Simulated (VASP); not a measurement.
Crystal: ZnS (Wurtzite-6H).

```
Zn S
1.0
     3.81200    0.00000    0.00000
    -1.90600    3.30129    0.00000
     0.00000    0.00000   18.68999
Zn S
6 6
Direct
  0.33333 0.66667 0.83333
  0.66667 0.33333 0.33333
  0.66667 0.33333 0.66667
  0.33333 0.66667 0.16667
  0.00000 0.00000 0.50000
  0.00000 0.00000 0.00000
  0.33333 0.66667 0.95833
  0.66667 0.33333 0.45833
  0.66667 0.33333 0.79167
  0.33333 0.66667 0.29167
  0.00000 0.00000 0.62500
  0.00000 0.00000 0.12500
```

* Program: VASP 6.6.1
* Task: relaxation of cell and atoms
* Functional: PBEsol
* Dispersion: rVV10
* Potentials or basis: VASP PAW PBE potentials, release 64 (Zn, S)
* Cutoff: 600 eV
* k mesh: 8 × 8 × 2
* Occupations: fermi-dirac, width 0.05 eV
* Spin: no spin polarisation

At the start: pressure -1.2 GPa; volume 19.60 Å³/atom.

Q: Where does the relaxation end?

A: Over 7 steps the energy falls by 2.4 meV/atom and the volume is 19.17 Å³/atom (-2.2 %); space group P6_3mc (No. 186, to 0.05 Å).

Step by step:
| step | energy change (eV) | largest force (eV/Å) | pressure (GPa) | volume (Å³) |
| --- | --- | --- | --- | --- |
| 1 | 0.0000 | 0.0284 | -1.19 | 235.20 |
| 2 | -0.0289 | 0.0181 | -0.18 | 230.29 |
| 3 | -0.0290 | 0.0173 | -0.05 | 229.95 |
| 4 | -0.0290 | 0.0171 | 0.01 | 229.83 |
| 5 | -0.0290 | 0.0095 | 0.02 | 229.83 |
| 6 | -0.0291 | 0.0055 | 0.04 | 229.84 |
| 7 | -0.0291 | 0.0017 | -0.01 | 230.03 |

Final structure:
```yaml
crystal:
  lattice:
    - [3.78251, 0.00000, 0.00000]
    - [-1.89125, 3.27575, 0.00000]
    - [0.00000, 0.00000, 18.56524]
  atoms:
    - { symbol: Zn, position: [0.33333, 0.66667, 0.83328] }
    - { symbol: Zn, position: [0.66667, 0.33333, 0.33328] }
    - { symbol: Zn, position: [0.66667, 0.33333, 0.66685] }
    - { symbol: Zn, position: [0.33333, 0.66667, 0.16685] }
    - { symbol: Zn, position: [0.00000, 0.00000, 0.50003] }
    - { symbol: Zn, position: [0.00000, 0.00000, 0.00003] }
    - { symbol: S, position: [0.33333, 0.66667, 0.95810] }
    - { symbol: S, position: [0.66667, 0.33333, 0.45810] }
    - { symbol: S, position: [0.66667, 0.33333, 0.79163] }
    - { symbol: S, position: [0.33333, 0.66667, 0.29163] }
    - { symbol: S, position: [0.00000, 0.00000, 0.62511] }
    - { symbol: S, position: [0.00000, 0.00000, 0.12511] }
```

Caveat: the PAW data sets were made with another functional, which shifts forces and pressure a little.
